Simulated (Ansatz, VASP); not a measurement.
# One calculation of MgB2, two programs

File INCAR:

```
SYSTEM = MgB2
PREC     = Accurate       ! precision mode
ENCUT    = 520            ! plane-wave cutoff, eV
EDIFF    = 1E-6           ! SCF threshold, eV
ISMEAR   = -1             ! smearing method
SIGMA    = 0.05           ! smearing width, eV
LREAL    = .False.        ! projectors in reciprocal space
LASPH    = .True.         ! aspherical terms in the spheres
NELM     = 100            ! most SCF steps
ALGO     = Normal         ! electronic algorithm
ISIF     = 2              ! what is computed and relaxed
LWAVE    = .False.        ! write WAVECAR
LCHARG   = .False.        ! write CHGCAR
GGA      = PE             ! functional
NBANDS   = 11             ! bands
```

The input KPOINTS:

```
regular mesh
0
Gamma
  12 12 9
  0 0 0
```

The input POSCAR:

```
MgB2
1.0
    3.0850007055      0.0000000000      0.0000000000
   -1.5425003528      2.6716889817      0.0000000000
    0.0000000000      0.0000000000      3.6286900000
Mg B
1 2
Direct
    0.0000000000      0.0000000000      0.0000000000
    0.3333333333      0.6666666667      0.5000000000
    0.6666666667      0.3333333333      0.5000000000
```

Input for Ansatz:

```yaml
crystal:
  lattice:
    - [3.0850007055, 0.0, 0.0]
    - [-1.5425003528, 2.6716889817, 0.0]
    - [0.0, 0.0, 3.62869]
  atoms:
    - { symbol: Mg, position: [0.0, 0.0, 0.0] }
    - { symbol: B, position: [0.3333333333, 0.6666666667, 0.5] }
    - { symbol: B, position: [0.6666666667, 0.3333333333, 0.5] }
kpoints:
  mp_grid: { grid: [12, 12, 9] }
  band_path:
    path:
      - [0.0, 0.0, 0.0]
      - [0.5, 0.0, 0.0]
      - [0.3333333333, 0.3333333333, 0.0]
      - [0.0, 0.0, 0.0]
      - [0.0, 0.0, 0.5]
      - [0.5, 0.0, 0.5]
      - [0.3333333333, 0.3333333333, 0.5]
      - [0.0, 0.0, 0.5]
      - [0.5, 0.0, 0.5]
    npoints: 5
scf:
  occupations: { method: fermi_dirac, width: 0.05 }
hamiltonian:
  xc: pbe
  pseudopotentials: { kind: all_electron, lapw: { basis_error: 0.0005 } }
output:
  forces: true
  stress: true
  eigenvalues: true
```

Change from the starting cell: zz strain of +3 %.

Alike in both runs: task single point; functional PBE; k mesh 12 × 12 × 9; occupations fermi-dirac, width 0.05 eV; no spin polarisation.

```csv
,VASP,Ansatz
version,VASP 6.6.1,Ansatz 0.2.0
potentials or method,"VASP PAW PBE potentials, release 64 (Mg, B)","all-electron LAPW, scalar-relativistic"
plane-wave cutoff (eV),520,see its input
```

Ansatz gave:

* pressure (GPa): -4.1
* largest component of the traceless stress (GPa): 3.78

Estimate VASP's values.

pressure (GPa): -4.3; largest component of the traceless stress (GPa): 3.94.

Ansatz ran all-electron here, so the differences hold the error of VASP's frozen core and of both bases.
